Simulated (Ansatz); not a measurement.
# CoO under changes of volume

One of the cells (9.684 Å³/atom); the others are scaled copies at fixed shape and fractional positions:

```
CELL_PARAMETERS angstrom
0.00000 2.13150 2.13150
2.13150 0.00000 2.13150
2.13150 2.13150 0.00000
ATOMIC_POSITIONS crystal
Co 0.00000 0.00000 0.00000
O 0.50000 0.50000 0.50000
```

```yaml
Program: Ansatz 0.2.0
Functional: PBEsol
Potentials_or_basis: all-electron LAPW, scalar-relativistic
Cutoff: 360 eV (chosen from the basis error)
Basis_error_allowed: 0.001 eV/atom
k_mesh: 11 × 11 × 11
Occupations: fermi-dirac, width 0.05 eV
Spin: collinear spin, ferromagnetic start
Starting_moments: "[2.0, 0.0] μB"
```

| volume (Å³/atom) | energy over the lowest point (meV/atom) | pressure (GPa) | moment (μB per cell) |
| --- | --- | --- | --- |
| 9.103 | 0.00 | -0.6 | 2.81 |
| 9.297 | ? | ? | ? |
| 9.490 | 10.54 | -7.7 | 2.92 |
| 9.684 | 21.78 | -10.8 | 2.96 |
| 9.878 | 36.67 | -13.8 | 2.98 |
| 10.071 | 55.03 | -16.4 | 2.99 |
| 10.265 | 76.57 | -18.9 | 3.00 |

Question: What does the run at 9.297 Å³/atom give?

Answer: Energy over the lowest point 3.09 meV/atom; pressure -4.4 GPa; moment 2.86 μB per cell.

Worked out: A Birch-Murnaghan fit of order 3 (a polynomial in V^(-2/3)) to the other rows has its minimum at 9.06 Å³/atom, just outside them, with B0 = V·E''(V) = 172 GPa (rough, since the energies scatter). It gives 3.21 meV/atom at 9.297 Å³/atom, against the run's 3.09, and -dE/dV = -4.4 GPa, against -4.4. A parabola through the other rows of the moment, of slope 0.28 μB per Å³/atom there, gives 2.87 μB, against the run's 2.86.

Energies are extrapolated to zero smearing.

Caveats: a cell with one magnetic atom can't hold antiferromagnetic order, which such compounds often take.
